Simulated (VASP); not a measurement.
The system is AlN.

```
Al N
1.0
     0.00000    3.97678    2.47170
     1.42836    0.00000    2.47170
     1.42836    3.97678    0.00000
Al N
1 1
Direct
  0.00007 0.00007 0.99993
  0.66663 0.66663 0.33337
```

Measurements of this composition are mostly on another form, of space group No. 186.

The cell isn't the ideal one: B -> Al on all its sites, in the parent's cell.

- Program: VASP 6.6.1
- Task: relaxation of cell and atoms
- Functional: r2SCAN
- Potentials or basis: VASP PAW PBE potentials, release 64 (Al, N)
- Cutoff: 600 eV
- k mesh: 8 × 8 × 8
- Occupations: gaussian, width 0.1 eV
- Spin: no spin polarisation

At the start: pressure 46.6 GPa; volume 14.04 Å³/atom.

Problem. How do energy, volume and symmetry change on relaxing?

Solution. Over 52 steps the energy falls by 857.0 meV/atom and the volume is 8.16 Å³/atom (-41.9 %); space group I4/mmm (No. 139, to 0.05 Å).

Step by step:
```
step  energy change (eV)  largest force (eV/Å)  pressure (GPa)  volume (Å³)
   1              0.0000                0.0347           46.58        28.08
   3             -0.9500                0.0120           -5.56        34.14
   5             -0.9730                0.0095           -0.52        33.19
   7             -0.9748                0.0674            0.37        32.81
   9             -0.9764                0.0424            0.36        32.66
  11             -0.9900                0.1740            0.27        31.30
  13             -1.0293                0.7163            0.91        25.83
  15             -1.0404                0.6968            1.80        24.36
  17             -1.0715                0.2456           11.28        19.94
  19             -1.0642                0.0790           15.17        19.18
  21             -1.0668                0.0316           15.86        19.02
  23             -1.0720                0.1628           19.45        18.36
  25             -1.0939                0.2657           18.80        18.28
  27             -1.1795                0.6552           17.15        17.88
  29             -0.9626                0.2919           46.49        15.98
  31             -1.2458                0.9786           23.35        16.91
  33             -1.4451                0.7300            4.07        17.77
  35             -1.4752                0.5345           -6.12        18.33
  37             -1.4897                0.5074           -4.59        18.18
  39             -1.5634                0.3495            2.94        17.23
  41             -1.5900                0.7103           15.18        15.96
  43             -1.6954                0.2541            7.51        15.97
  45             -1.6973                0.1303            7.39        15.97
  47             -1.7083                0.2224            0.79        16.30
  49             -1.7101                0.1890            0.32        16.32
  51             -1.7108                0.1753           -0.31        16.31
  52             -1.7140                0.0080           -0.17        16.31
```

Final structure:
```yaml
crystal:
  lattice:
    - [0.00000, 2.03012, 2.02263]
    - [1.98630, 0.00000, 2.02263]
    - [1.98630, 2.03012, 0.00000]
  atoms:
    - { symbol: Al, position: [0.08320, 0.08320, 0.91680] }
    - { symbol: N, position: [0.58350, 0.58350, 0.41650] }
```

Caveat: the volume moved by over 15 % at a fixed basis, so the end points are rough; the PAW data sets were made with another functional, which shifts forces and pressure a little; the relaxation stopped at a loose force limit of 0.05 eV/Å, so its end isn't a converged minimum.
